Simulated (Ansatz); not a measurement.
# SnO₂: symmetry broken, then relaxed

Method: DFT LDA, scalar-relativistic, plane waves, PAW in Ansatz. Settings: plane waves to 420 eV, k-mesh 12×12×2 (Γ-centred), Gaussian smearing 0.05 eV. No spin polarisation. Energies are free energies at this smearing, counted from the undisturbed cell; pressure is positive in compression.

Reference structure (relaxed at this level; this form isn't the usual structure):

```
CELL_PARAMETERS angstrom
3.16997 0.00000 0.00000
-1.58498 2.74527 0.00000
0.00000 0.00000 10.41423
ATOMIC_POSITIONS crystal
Sn 0.00000 0.00000 0.50000
Sn 0.00000 0.00000 0.00000
O 0.66667 0.33333 0.40481
O 0.66667 0.33333 0.09519
O 0.33333 0.66667 0.59519
O 0.33333 0.66667 0.90481
```

The cell holds layers and no dispersion correction was added, so their binding is poorly described.

The atoms are displaced (Å, in the unstrained cell):

```
atom ux uy uz
 Sn1   0.014   0.043  -0.017
 Sn2  -0.013   0.030  -0.017
  O3  -0.003   0.000   0.015
  O4   0.018  -0.002  -0.001
  O5   0.001  -0.024   0.026
  O6  -0.017  -0.047  -0.006
```

The cell is strained by (0.0312, 0.0562, -0.0019, 0.0491, -0.1992, -0.1275) (xx, yy, zz, yz, xz, xy; engineering shear). Cell and atoms are then relaxed.

Task: Does the relaxation return to the undisturbed structure?

Result: No. It ends 29.6 meV/atom below it. The disturbance itself cost 244.3 meV/atom. The final space group reads R-3m (tolerance 0.05 Å) and the volume changes by -16.92 %.

Final structure:

```
Sn O
1.0
     3.14482    0.01639   -0.52246
    -1.53997    2.73752    0.54382
    -1.72128    0.92804    9.10484
Sn O
2 4
Cartesian
  0.7441 3.2177 4.5741
  -1.7212 0.9282 9.1045
  0.5627 1.4877 3.4273
  1.7437 0.8227 0.7947
  -0.6794 2.1938 5.6996
  -1.8599 2.8597 8.3308
```

The relaxation, step by step (energy from the first step; small jumps at an unchanged geometry come where the plane waves are selected anew for the new cell):

```tsv
step	ΔE (meV/atom)	largest force component (eV/Å)	pressure (GPa)
1	0.0	2.006	-7.39
2	-180.8	1.155	-3.94
3	-244.4	0.518	3.15
4	-254.8	0.060	-0.87
5	-255.0	0.051	-0.82
6	-261.6	0.082	0.41
7	-264.5	0.150	0.97
8	-272.1	0.109	0.89
9	-275.6	0.124	1.20
10	-275.1	0.056	0.43
12	-277.9	0.007	-0.06
13	-278.0	0.017	0.02
14	-277.9	0.017	-0.09
15	-278.0	0.000	0.00
16	-272.8	0.003	-0.58
17	-275.8	0.012	0.33
18	-275.4	0.004	0.02
19	-273.8	0.003	-0.12
20	-274.3	0.001	-0.01
21	-273.9	0.001	-0.03
```

Frames along the relaxation (Å, eV/Å):

```xyz
6
Lattice="3.269 -0.202 -0.316 -1.809 3.001 0.225 -1.037 0.256 10.395" Properties=species:S:1:pos:R:3:forces:R:3 pbc="T T T" step=1
Sn   -0.506    0.172    5.180    0.166   -0.460    0.721
Sn   -0.013    0.032   -0.015   -0.350   -0.627    0.257
O     1.152    0.969    4.087   -2.006    0.285   -0.103
O     1.496    0.887    0.851    1.909    0.046    0.026
O    -0.734    2.060    6.257    1.839    0.176   -0.622
O    -1.069    2.116    9.445   -1.558    0.580   -0.279
6
Lattice="3.189 -0.123 -0.266 -1.700 2.881 0.185 -0.855 0.181 10.355" Properties=species:S:1:pos:R:3:forces:R:3 pbc="T T T" step=2
Sn   -0.422    0.121    5.181   -0.038   -0.380    0.198
Sn   -0.013    0.021   -0.009   -0.077   -0.475    0.143
O     1.123    0.946    4.066   -0.725    0.475    0.347
O     1.552    0.862    0.864    1.155    0.167   -0.059
O    -0.486    1.981    6.227    0.764   -0.094   -0.549
O    -0.915    2.035    9.397   -1.079    0.307   -0.080
6
Lattice="3.162 0.006 -0.371 -1.579 2.745 0.231 -1.176 0.093 10.371" Properties=species:S:1:pos:R:3:forces:R:3 pbc="T T T" step=4
Sn   -0.583    0.057    5.188    0.012    0.002    0.022
Sn   -0.006   -0.010   -0.003   -0.001   -0.007   -0.006
O     0.885    0.990    4.034   -0.032    0.015    0.039
O     1.689    0.890    0.810    0.040    0.004   -0.032
O    -0.466    1.875    6.204    0.020   -0.017   -0.060
O    -1.294    1.931    9.413   -0.039    0.002    0.036
6
Lattice="3.162 0.005 -0.374 -1.579 2.745 0.234 -1.184 0.098 10.365" Properties=species:S:1:pos:R:3:forces:R:3 pbc="T T T" step=5
Sn   -0.585    0.059    5.192    0.011    0.001    0.022
Sn   -0.007   -0.010   -0.010   -0.001   -0.007   -0.007
O     0.881    0.993    4.037   -0.028    0.014    0.030
O     1.688    0.890    0.803    0.038    0.003   -0.025
O    -0.467    1.877    6.208    0.019   -0.015   -0.051
O    -1.304    1.937    9.403   -0.038    0.003    0.031
6
Lattice="3.139 -0.001 -0.503 -1.567 2.746 0.372 -1.621 0.346 9.890" Properties=species:S:1:pos:R:3:forces:R:3 pbc="T T T" step=7
Sn   -0.736    0.165    5.095   -0.032   -0.009   -0.002
Sn   -0.072    0.006   -0.150   -0.021    0.024    0.030
O     0.675    1.123    3.917    0.017   -0.016   -0.150
O     1.652    0.880    0.607    0.044   -0.043    0.113
O    -0.579    1.953    6.141   -0.034   -0.004    0.090
O    -1.848    2.227    8.853    0.026    0.048   -0.081
6
Lattice="3.137 0.005 -0.523 -1.558 2.744 0.413 -1.709 0.458 9.527" Properties=species:S:1:pos:R:3:forces:R:3 pbc="T T T" step=8
Sn   -0.840    0.151    4.806   -0.028    0.023   -0.052
Sn   -0.013    0.075   -0.041   -0.008    0.051    0.045
O     0.567    1.124    3.627    0.018   -0.006   -0.073
O     1.716    0.942    0.716    0.065   -0.068    0.069
O    -0.673    1.930    5.869   -0.001   -0.032    0.109
O    -1.874    2.421    8.620   -0.046    0.031   -0.098
6
Lattice="3.142 0.007 -0.513 -1.554 2.742 0.460 -1.677 0.647 9.428" Properties=species:S:1:pos:R:3:forces:R:3 pbc="T T T" step=10
Sn   -0.827    0.274    4.743   -0.012    0.013   -0.026
Sn   -0.010    0.049   -0.028   -0.002    0.020    0.017
O     0.589    1.265    3.587    0.014    0.008   -0.044
O     1.723    0.895    0.752    0.034   -0.037    0.041
O    -0.657    2.033    5.842   -0.010   -0.019    0.056
O    -1.833    2.602    8.568   -0.023    0.014   -0.043
6
Lattice="3.146 0.011 -0.512 -1.547 2.739 0.516 -1.673 0.846 9.336" Properties=species:S:1:pos:R:3:forces:R:3 pbc="T T T" step=11
Sn   -0.827    0.395    4.686   -0.005    0.006   -0.015
Sn   -0.009    0.028   -0.017    0.004   -0.009    0.015
O     0.597    1.408    3.553   -0.002    0.023   -0.030
O     1.730    0.854    0.778    0.014   -0.009    0.035
O    -0.653    2.134    5.820   -0.001   -0.012    0.028
O    -1.822    2.797    8.528   -0.010    0.001   -0.033
6
Lattice="3.146 0.011 -0.510 -1.546 2.740 0.522 -1.667 0.873 9.301" Properties=species:S:1:pos:R:3:forces:R:3 pbc="T T T" step=12
Sn   -0.830    0.427    4.656   -0.001    0.002   -0.002
Sn   -0.004    0.010   -0.005    0.001   -0.002    0.002
O     0.595    1.443    3.526   -0.001    0.004    0.000
O     1.736    0.834    0.795    0.000   -0.003   -0.003
O    -0.655    2.162    5.797   -0.001    0.001   -0.004
O    -1.810    2.810    8.508    0.002   -0.002    0.007
6
Lattice="3.145 0.011 -0.509 -1.546 2.740 0.523 -1.664 0.879 9.305" Properties=species:S:1:pos:R:3:forces:R:3 pbc="T T T" step=14
Sn   -0.832    0.441    4.652    0.000    0.000    0.002
Sn    0.000   -0.001    0.000    0.000    0.000    0.000
O     0.592    1.458    3.522    0.002   -0.004    0.013
O     1.739    0.823    0.803    0.000   -0.003   -0.017
O    -0.658    2.174    5.796   -0.002    0.004   -0.015
O    -1.803    2.805    8.517    0.000    0.003    0.016
6
Lattice="3.145 0.011 -0.509 -1.546 2.740 0.524 -1.665 0.880 9.299" Properties=species:S:1:pos:R:3:forces:R:3 pbc="T T T" step=15
Sn   -0.833    0.440    4.649    0.000    0.000    0.000
Sn    0.000    0.000    0.000    0.000    0.000    0.000
O     0.592    1.457    3.521    0.000    0.000    0.000
O     1.739    0.823    0.801    0.000    0.000    0.000
O    -0.658    2.174    5.792    0.000    0.000    0.000
O    -1.804    2.807    8.512    0.000    0.000    0.000
6
Lattice="3.144 0.016 -0.522 -1.540 2.738 0.543 -1.721 0.927 9.083" Properties=species:S:1:pos:R:3:forces:R:3 pbc="T T T" step=17
Sn   -0.861    0.464    4.540    0.000    0.000    0.000
Sn    0.000   -0.001    0.001    0.000    0.001   -0.001
O     0.563    1.488    3.416   -0.002    0.003   -0.009
O     1.743    0.822    0.795    0.003   -0.002    0.008
O    -0.680    2.195    5.686    0.002   -0.004    0.012
O    -1.860    2.857    8.311   -0.003    0.002   -0.009
6
Lattice="3.144 0.016 -0.520 -1.540 2.737 0.541 -1.711 0.920 9.142" Properties=species:S:1:pos:R:3:forces:R:3 pbc="T T T" step=18
Sn   -0.856    0.460    4.571    0.000    0.000    0.001
Sn    0.001    0.000    0.000    0.000    0.001    0.000
O     0.567    1.483    3.444    0.001   -0.001    0.004
O     1.743    0.822    0.796   -0.001    0.000   -0.003
O    -0.676    2.190    5.718   -0.001    0.001   -0.004
O    -1.850    2.851    8.365    0.000   -0.001    0.003
6
Lattice="3.145 0.016 -0.522 -1.540 2.738 0.544 -1.721 0.928 9.105" Properties=species:S:1:pos:R:3:forces:R:3 pbc="T T T" step=20
Sn   -0.861    0.464    4.553    0.000    0.000    0.001
Sn    0.000    0.000    0.000    0.000    0.001    0.001
O     0.563    1.488    3.427    0.000    0.001   -0.001
O     1.744    0.823    0.795    0.001   -0.001    0.000
O    -0.679    2.194    5.700    0.000   -0.001   -0.001
O    -1.860    2.860    8.331   -0.001    0.000    0.000
6
Lattice="3.145 0.016 -0.522 -1.540 2.738 0.544 -1.721 0.928 9.105" Properties=species:S:1:pos:R:3:forces:R:3 pbc="T T T" step=21
Sn   -0.861    0.464    4.553    0.000    0.000    0.001
Sn    0.000    0.000    0.000    0.000    0.001    0.001
O     0.563    1.488    3.427    0.000    0.001   -0.001
O     1.744    0.823    0.795    0.001   -0.001    0.001
O    -0.679    2.194    5.700    0.000   -0.001    0.000
O    -1.860    2.860    8.331   -0.001    0.000   -0.001
```